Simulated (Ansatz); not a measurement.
# WSe2 (P6_3/mmc): one cell, many starting occupations (series 2), part 3 of 3

Task: map the metastable states of WSe2 (P6_3/mmc) by varying the start. Cell and atoms stay fixed.

Ansatz 0.2.0; DFT PBE+U (U_eff = 1 eV on W d), plane waves, PAW, no spin–orbit coupling unless a run says so. The steps go on from the part before.

### 4 Random orbitals: fully mixed, first filling

Input file input.yaml:

```yaml
crystal:
  lattice:
    - [3.28999882, 0.0, 0.0]
    - [-1.64499941, 2.84922255, 0.0]
    - [0.0, 0.0, 12.97000144]
  atoms:
    - { symbol: W, position: [0.3333333333, 0.6666666667, 0.25], spin: 2.0 }
    - { symbol: W, position: [0.6666666667, 0.3333333333, 0.75], spin: 2.0 }
    - { symbol: Se, position: [0.3333333333, 0.6666666667, 0.621] }
    - { symbol: Se, position: [0.6666666667, 0.3333333333, 0.121] }
    - { symbol: Se, position: [0.3333333333, 0.6666666667, 0.879] }
    - { symbol: Se, position: [0.6666666667, 0.3333333333, 0.379] }
basis:
  ecutwfc: 420
  ecutrho_ratio: 4
kpoints:
  mp_grid: { grid: [7, 7, 2] }
hamiltonian:
  xc: pbe
  hubbard:
    sites:
      - { site: 0, l: d, u_eff: 1.0, starting_ns: [{ spin: up, occupation_matrix: s0up }, { spin: down, occupation_matrix: s0down }] }
      - { site: 1, l: d, u_eff: 1.0, starting_ns: [{ spin: up, occupation_matrix: s1up }, { spin: down, occupation_matrix: s1down }] }
    occupation_matrices:
      s0up:
        matrix:
          - [0.66882, -0.08393, 0.04115, 0.42737, 0.06351]
          - [-0.08393, 0.37705, 0.44394, -0.04302, 0.07574]
          - [0.04115, 0.44394, 0.60562, 0.04301, 0.11297]
          - [0.42737, -0.04302, 0.04301, 0.30193, 0.0448]
          - [0.06351, 0.07574, 0.11297, 0.0448, 0.04657]
      s0down:
        matrix:
          - [0.02, 0.0, 0.0, 0.0, 0.0]
          - [0.0, 0.02, 0.0, 0.0, 0.0]
          - [0.0, 0.0, 0.02, 0.0, 0.0]
          - [0.0, 0.0, 0.0, 0.02, 0.0]
          - [0.0, 0.0, 0.0, 0.0, 0.02]
      s1up:
        matrix:
          - [0.23956, -0.32031, -0.22262, 0.01685, -0.08906]
          - [-0.32031, 0.7701, -0.08224, -0.17372, 0.102]
          - [-0.22262, -0.08224, 0.83151, 0.19756, 0.13051]
          - [0.01685, -0.17372, 0.19756, 0.09994, 0.0079]
          - [-0.08906, 0.102, 0.13051, 0.0079, 0.05889]
      s1down:
        matrix:
          - [0.02, 0.0, 0.0, 0.0, 0.0]
          - [0.0, 0.02, 0.0, 0.0, 0.0]
          - [0.0, 0.0, 0.02, 0.0, 0.0]
          - [0.0, 0.0, 0.0, 0.02, 0.0]
          - [0.0, 0.0, 0.0, 0.0, 0.02]
    ns_hold: until_converged
scf:
  occupations: { method: gaussian, width: 0.05 }
  lower_state_search: "off"
  max_iter: 150
output:
  forces: true
  stress: true
  eigenvalues: true
  populations: true
  hubbard: { sites: [{ site: 0, l: d }, { site: 1, l: d }] }
magnetization:
  spin_polarized: true
```

The typed matrices are held until the SCF converges, then released.

Launch:

```bash
ansatz run input.yaml --threads 4 --pin off --max-ram 6144MiB --backend cpu --events-out ev --progress --plain --runs-dir out
```

The log of the run, cut to the lines that bear on the results:

```text
Warning: crystal.symmetry: narrowed to the stabiliser of the occupation matrices — unitary ops 24 → 1; lowered by the specified shells (site 0, l: d), (site 1, l: d); largest admitted image defect 4.4e-16, smallest excluded 4.3e-1 — at a splitting's scale: the group the occupation [...]
Warning: RAYON_NUM_THREADS=4 ignored (pool sized by the plan → 4); use --threads N
W: projections on atomic orbitals take those of the free atom [Kr 4d10 4f14] 5s2 5p6 5d4 6s2, of charge +0.00 (hamiltonian.pseudopotentials.projection_atoms); the dataset's partial waves leave at most 6.5e-5 of an orbital's norm unspanned inside its sphere
Se: projections on atomic orbitals take those of the free atom [Ar] 3d10 4s2 4p4, of charge +0.00 (hamiltonian.pseudopotentials.projection_atoms); the dataset's partial waves leave at most 2.3e-6 of an orbital's norm unspanned inside its sphere
[...]
WARN: the starting moments were not kept: the SCF closed with an absolute magnetisation of 8.5e-6 μB, where they sum to 4 μB in size (2 sites). That is at most 0.1 of that sum. Measured as dr2_m measures the in/out step, that magnetisation stands 3.9e-12 eV from none, at or under the [...]
WARN: hamiltonian.hubbard: on 4 of 4 specified blocks the occupation matrix of this SCF's result fails the test of the specified filling. At site 0 ↑ (sites count from 0 in the list of atoms of the cell that this SCF solves) the least filled combination of the orbitals specified full has [...]
  specified occupation → W0 d_5D up: matrix, ‖Δ‖_F = 1.0664, Tr Δ = -0.5182, displaced = 1.1894, d_λ = 1.0091; orbital distance = 1.3451
  specified occupation → W0 d_5D dn: matrix, ‖Δ‖_F = 1.0843, Tr Δ = -2.4182, displaced = 1.2091, d_λ = 1.0843; orbital distance = 0.0000
  W1 d_5D: site group D3h (-6m2)
  W1 d_5D up     Tr n = 2.5182  λ = 0.465 0.465 0.514 0.514 0.558  [2× xz 0.50 E''(1.00) | 2× x2-y2 0.50 E'(1.00) | z2 1.00 A1'(1.00)]
  W1 d_5D dn     Tr n = 2.5182  λ = 0.465 0.465 0.514 0.514 0.558  [2× xz 0.50 E''(1.00) | 2× x2-y2 0.50 E'(1.00) | z2 1.00 A1'(1.00)]
  specified occupation → W1 d_5D up: matrix, ‖Δ‖_F = 1.1115, Tr Δ = -0.5182, displaced = 1.2423, d_λ = 1.0091; orbital distance = 1.7067
  specified occupation → W1 d_5D dn: matrix, ‖Δ‖_F = 1.0843, Tr Δ = -2.4182, displaced = 1.2091, d_λ = 1.0843; orbital distance = 0.0000
  Tr n, λ and their labels are of the run-group-symmetrised matrices; stabiliser: 48 of 48 elements of G0×{1,Θ} (closed), max defect 2.7e-6 at τ = 1.4e-4
```

Wall time 2 min (4 threads of Arm Neoverse N1, shared host); peak memory 0.87 GiB.

It ends with a gap on the mesh of 1.13 eV, pressure 3.7 GPa, no moment over 0.05 μB in any sphere, largest force component 0.17 eV/Å, 1 symmetry operation imposed. The program reports that the typed filling wasn't kept.

How the shells are filled (orbitals counted by the eigenvalues of the occupation matrices):

| shell | channel | electrons | over 0.8 | 0.2 to 0.8 | under 0.2 |
| --- | --- | --- | --- | --- | --- |
| W 5d (atom 1) | up | 2.52 | 0 | 5 | 0 |
| W 5d (atom 1) | down | 2.52 | 0 | 5 | 0 |

### 5 Random orbitals: fully mixed, one electron fewer

Changes to input.yaml since step 4:

```diff
@@ -6,4 +6,4 @@
   atoms:
-    - { symbol: W, position: [0.3333333333, 0.6666666667, 0.25], spin: 2.0 }
-    - { symbol: W, position: [0.6666666667, 0.3333333333, 0.75], spin: 2.0 }
+    - { symbol: W, position: [0.3333333333, 0.6666666667, 0.25], spin: 1.0 }
+    - { symbol: W, position: [0.6666666667, 0.3333333333, 0.75], spin: 1.0 }
     - { symbol: Se, position: [0.3333333333, 0.6666666667, 0.621] }
@@ -26,7 +26,7 @@
         matrix:
-          - [0.66882, -0.08393, 0.04115, 0.42737, 0.06351]
-          - [-0.08393, 0.37705, 0.44394, -0.04302, 0.07574]
-          - [0.04115, 0.44394, 0.60562, 0.04301, 0.11297]
-          - [0.42737, -0.04302, 0.04301, 0.30193, 0.0448]
-          - [0.06351, 0.07574, 0.11297, 0.0448, 0.04657]
+          - [0.24986, -0.28616, 0.12197, -0.23456, 0.11728]
+          - [-0.28616, 0.37624, -0.15184, 0.292, -0.146]
+          - [0.12197, -0.15184, 0.08472, -0.12446, 0.06223]
+          - [-0.23456, 0.292, -0.12446, 0.25934, -0.11967]
+          - [0.11728, -0.146, 0.06223, -0.11967, 0.07984]
       s0down:
@@ -40,7 +40,7 @@
         matrix:
-          - [0.23956, -0.32031, -0.22262, 0.01685, -0.08906]
-          - [-0.32031, 0.7701, -0.08224, -0.17372, 0.102]
-          - [-0.22262, -0.08224, 0.83151, 0.19756, 0.13051]
-          - [0.01685, -0.17372, 0.19756, 0.09994, 0.0079]
-          - [-0.08906, 0.102, 0.13051, 0.0079, 0.05889]
+          - [0.24986, -0.28616, 0.12197, -0.23456, 0.11728]
+          - [-0.28616, 0.37624, -0.15184, 0.292, -0.146]
+          - [0.12197, -0.15184, 0.08472, -0.12446, 0.06223]
+          - [-0.23456, 0.292, -0.12446, 0.25934, -0.11967]
+          - [0.11728, -0.146, 0.06223, -0.11967, 0.07984]
       s1down:
```

The typed matrices are held until the SCF converges, then released.

Launch:

```bash
ansatz run input.yaml --threads 4 --pin off --max-ram 6144MiB --backend cpu --events-out ev --progress --plain --runs-dir out
```

The log of the run, cut to the lines that bear on the results:

```text
Warning: crystal.symmetry: narrowed to the stabiliser of the occupation matrices — unitary ops 24 → 2; lowered by the specified shells (site 0, l: d), (site 1, l: d); largest admitted image defect 2.2e-16, smallest excluded 3.0e-1 — at a splitting's scale: the group the occupation [...]
Warning: RAYON_NUM_THREADS=4 ignored (pool sized by the plan → 4); use --threads N
W: projections on atomic orbitals take those of the free atom [Kr 4d10 4f14] 5s2 5p6 5d4 6s2, of charge +0.00 (hamiltonian.pseudopotentials.projection_atoms); the dataset's partial waves leave at most 6.5e-5 of an orbital's norm unspanned inside its sphere
Se: projections on atomic orbitals take those of the free atom [Ar] 3d10 4s2 4p4, of charge +0.00 (hamiltonian.pseudopotentials.projection_atoms); the dataset's partial waves leave at most 2.3e-6 of an orbital's norm unspanned inside its sphere
[...]
WARN: the starting moments were not kept: the SCF closed with an absolute magnetisation of 6.6e-6 μB, where they sum to 2 μB in size (2 sites). That is at most 0.1 of that sum. Measured as dr2_m measures the in/out step, that magnetisation stands 2.3e-12 eV from none, at or under the [...]
WARN: hamiltonian.hubbard: on 4 of 4 specified blocks the occupation matrix of this SCF's result fails the test of the specified filling. At site 0 ↑ (sites count from 0 in the list of atoms of the cell that this SCF solves) the least filled combination of the orbitals specified full has [...]
  specified occupation → W0 d_5D up: matrix, ‖Δ‖_F = 1.0769, Tr Δ = -1.4682, displaced = 1.2022, d_λ = 1.0272; orbital distance = 1.2313
  specified occupation → W0 d_5D dn: matrix, ‖Δ‖_F = 1.0843, Tr Δ = -2.4182, displaced = 1.2091, d_λ = 1.0843; orbital distance = 0.0000
  W1 d_5D: site group D3h (-6m2)
  W1 d_5D up     Tr n = 2.5182  λ = 0.465 0.465 0.514 0.514 0.558  [2× xz 0.50 E''(1.00) | 2× x2-y2 0.50 E'(1.00) | z2 1.00 A1'(1.00)]
  W1 d_5D dn     Tr n = 2.5182  λ = 0.465 0.465 0.514 0.514 0.558  [2× xz 0.50 E''(1.00) | 2× x2-y2 0.50 E'(1.00) | z2 1.00 A1'(1.00)]
  specified occupation → W1 d_5D up: matrix, ‖Δ‖_F = 1.0769, Tr Δ = -1.4682, displaced = 1.2022, d_λ = 1.0272; orbital distance = 1.2313
  specified occupation → W1 d_5D dn: matrix, ‖Δ‖_F = 1.0843, Tr Δ = -2.4182, displaced = 1.2091, d_λ = 1.0843; orbital distance = 0.0000
  Tr n, λ and their labels are of the run-group-symmetrised matrices; stabiliser: 48 of 48 elements of G0×{1,Θ} (closed), max defect 1.7e-6 at τ = 1.1e-4
```

Wall time 61 s (4 threads of Arm Neoverse N1, shared host); peak memory 0.95 GiB.

Result: a gap on the mesh of 1.13 eV, pressure 3.7 GPa, no moment over 0.05 μB in any sphere, largest force component 0.17 eV/Å, 2 symmetry operations imposed. The program reports that the typed filling wasn't kept.

How the shells are filled (orbitals counted by the eigenvalues of the occupation matrices):

| shell | channel | electrons | over 0.8 | 0.2 to 0.8 | under 0.2 |
| --- | --- | --- | --- | --- | --- |
| W 5d (atom 1) | up | 2.52 | 0 | 5 | 0 |
| W 5d (atom 1) | down | 2.52 | 0 | 5 | 0 |

### 6 Random orbitals: drawn by pairs, second filling

Input file input.yaml:

```yaml
crystal:
  lattice:
    - [3.28999882, 0.0, 0.0]
    - [-1.64499941, 2.84922255, 0.0]
    - [0.0, 0.0, 12.97000144]
  atoms:
    - { symbol: W, position: [0.3333333333, 0.6666666667, 0.25], spin: 0.3 }
    - { symbol: W, position: [0.6666666667, 0.3333333333, 0.75], spin: 0.3 }
    - { symbol: Se, position: [0.3333333333, 0.6666666667, 0.621] }
    - { symbol: Se, position: [0.6666666667, 0.3333333333, 0.121] }
    - { symbol: Se, position: [0.3333333333, 0.6666666667, 0.879] }
    - { symbol: Se, position: [0.6666666667, 0.3333333333, 0.379] }
basis:
  ecutwfc: 420
  ecutrho_ratio: 4
kpoints:
  mp_grid: { grid: [7, 7, 2] }
hamiltonian:
  xc: pbe
  hubbard:
    sites:
      - { site: 0, l: d, u_eff: 1.0, starting_ns: [{ spin: up, occupation_matrix: s0up }, { spin: down, occupation_matrix: s0down }] }
      - { site: 1, l: d, u_eff: 1.0, starting_ns: [{ spin: up, occupation_matrix: s1up }, { spin: down, occupation_matrix: s1down }] }
    occupation_matrices:
      s0up:
        matrix:
          - [0.02, 0.0, 0.0, 0.0, 0.0]
          - [0.0, 0.02, 0.0, 0.0, 0.0]
          - [0.0, 0.0, 0.02, 0.0, 0.0]
          - [0.0, 0.0, 0.0, 0.73413, 0.41042]
          - [0.0, 0.0, 0.0, 0.41042, 0.25587]
      s0down:
        matrix:
          - [0.02, 0.0, 0.0, 0.0, 0.0]
          - [0.0, 0.73413, 0.0, 0.41042, 0.0]
          - [0.0, 0.0, 0.02, 0.0, 0.0]
          - [0.0, 0.41042, 0.0, 0.25587, 0.0]
          - [0.0, 0.0, 0.0, 0.0, 0.02]
      s1up:
        matrix:
          - [0.25587, 0.0, 0.0, 0.41042, 0.0]
          - [0.0, 0.02, 0.0, 0.0, 0.0]
          - [0.0, 0.0, 0.02, 0.0, 0.0]
          - [0.41042, 0.0, 0.0, 0.73413, 0.0]
          - [0.0, 0.0, 0.0, 0.0, 0.02]
      s1down:
        matrix:
          - [0.02, 0.0, 0.0, 0.0, 0.0]
          - [0.0, 0.25587, 0.0, 0.41042, 0.0]
          - [0.0, 0.0, 0.02, 0.0, 0.0]
          - [0.0, 0.41042, 0.0, 0.73413, 0.0]
          - [0.0, 0.0, 0.0, 0.0, 0.02]
    ns_hold: until_converged
scf:
  occupations: { method: gaussian, width: 0.05 }
  lower_state_search: "off"
  max_iter: 150
output:
  forces: true
  stress: true
  eigenvalues: true
  populations: true
  hubbard: { sites: [{ site: 0, l: d }, { site: 1, l: d }] }
magnetization:
  spin_polarized: true
```

The typed matrices are held until the SCF converges, then released.

Launch:

```bash
ansatz run input.yaml --threads 4 --pin off --max-ram 6144MiB --backend cpu --events-out ev --progress --plain --runs-dir out
```

The log of the run, cut to the lines that bear on the results:

```text
Warning: crystal.symmetry: narrowed to the stabiliser of the occupation matrices — unitary ops 24 → 1; lowered by the specified shells (site 0, l: d), (site 1, l: d); largest admitted image defect 2.2e-16, smallest excluded 4.8e-1 — at a splitting's scale: the group the occupation [...]
Warning: RAYON_NUM_THREADS=4 ignored (pool sized by the plan → 4); use --threads N
W: projections on atomic orbitals take those of the free atom [Kr 4d10 4f14] 5s2 5p6 5d4 6s2, of charge +0.00 (hamiltonian.pseudopotentials.projection_atoms); the dataset's partial waves leave at most 6.5e-5 of an orbital's norm unspanned inside its sphere
Se: projections on atomic orbitals take those of the free atom [Ar] 3d10 4s2 4p4, of charge +0.00 (hamiltonian.pseudopotentials.projection_atoms); the dataset's partial waves leave at most 2.3e-6 of an orbital's norm unspanned inside its sphere
[...]
WARN: the starting moments were not kept: the SCF closed with an absolute magnetisation of 3.0e-6 μB, where they sum to 0.6 μB in size (2 sites). That is at most 0.1 of that sum. Measured as dr2_m measures the in/out step, that magnetisation stands 4.9e-13 eV from none, at or under the [...]
WARN: hamiltonian.hubbard: on 4 of 4 specified blocks the occupation matrix of this SCF's result fails the test of the specified filling. At site 0 ↑ (sites count from 0 in the list of atoms of the cell that this SCF solves) the least filled combination of the orbitals specified full has [...]
  specified occupation → W0 d_5D up: matrix, ‖Δ‖_F = 1.0671, Tr Δ = -1.4682, displaced = 1.1897, d_λ = 1.0272; orbital distance = 1.4142
  specified occupation → W0 d_5D dn: matrix, ‖Δ‖_F = 1.0994, Tr Δ = -1.4682, displaced = 1.2270, d_λ = 1.0272; orbital distance = 1.4142
  W1 d_5D: site group D3h (-6m2)
  W1 d_5D up     Tr n = 2.5182  λ = 0.465 0.465 0.514 0.514 0.558  [2× xz 0.50 E''(1.00) | 2× x2-y2 0.50 E'(1.00) | z2 1.00 A1'(1.00)]
  W1 d_5D dn     Tr n = 2.5182  λ = 0.465 0.465 0.514 0.514 0.558  [2× xz 0.50 E''(1.00) | 2× x2-y2 0.50 E'(1.00) | z2 1.00 A1'(1.00)]
  specified occupation → W1 d_5D up: matrix, ‖Δ‖_F = 1.0574, Tr Δ = -1.4682, displaced = 1.1791, d_λ = 1.0272; orbital distance = 1.2261
  specified occupation → W1 d_5D dn: matrix, ‖Δ‖_F = 1.0779, Tr Δ = -1.4682, displaced = 1.2023, d_λ = 1.0272; orbital distance = 1.4142
  Tr n, λ and their labels are of the run-group-symmetrised matrices; stabiliser: 48 of 48 elements of G0×{1,Θ} (closed), max defect 6.4e-7 at τ = 6.2e-5
```

Wall time 1.9 min (4 threads of Arm Neoverse N1, shared host); peak memory 0.86 GiB.

It ends with a gap on the mesh of 1.13 eV, pressure 3.7 GPa, no moment over 0.05 μB in any sphere, largest force component 0.17 eV/Å, 1 symmetry operation imposed. The program reports that the typed filling wasn't kept.

The shells' filling, with natural orbitals sorted by occupation:

| shell | channel | electrons | over 0.8 | 0.2 to 0.8 | under 0.2 |
| --- | --- | --- | --- | --- | --- |
| W 5d (atom 1) | up | 2.52 | 0 | 5 | 0 |
| W 5d (atom 1) | down | 2.52 | 0 | 5 | 0 |

### 7 The states in order of energy

This closing draws on all 3 parts.

Energies count from the lowest free state and have the smearing extrapolated to zero.

| start | energy (meV/atom) | gap (eV) | pressure (GPa) | largest moment (μB) | SCF cycles | time |
| --- | --- | --- | --- | --- | --- | --- |
| natural orbitals of the symmetric run, filled by rank (earlier series) | 0.0 | 1.13 | 3.7 | 0.00 | 21 | 32 s |
| random orbitals: drawn by pairs, second filling | 0.0 | 1.13 | 3.7 | 0.00 | 27 | 1.9 min |
| random orbitals: fully mixed, first filling | 0.0 | 1.13 | 3.7 | 0.00 | 28 | 2 min |
| random orbitals: fully mixed, one electron fewer | 0.0 | 1.13 | 3.7 | 0.00 | 26 | 61 s |
| random orbitals: single harmonics, second filling | 0.0 | 1.13 | 3.7 | 0.00 | 16 | 38 s |
| from atoms, default search | 0.0 | 1.13 | 3.7 | 0.00 | 14 | 14 s |

The 6 free runs end within about 1 meV/atom of each other. The run with the program's default settings reaches the lowest one found. The lowest state found need not be the ground state, and the geometry wasn't relaxed for any of them. Spin–orbit coupling is left out.
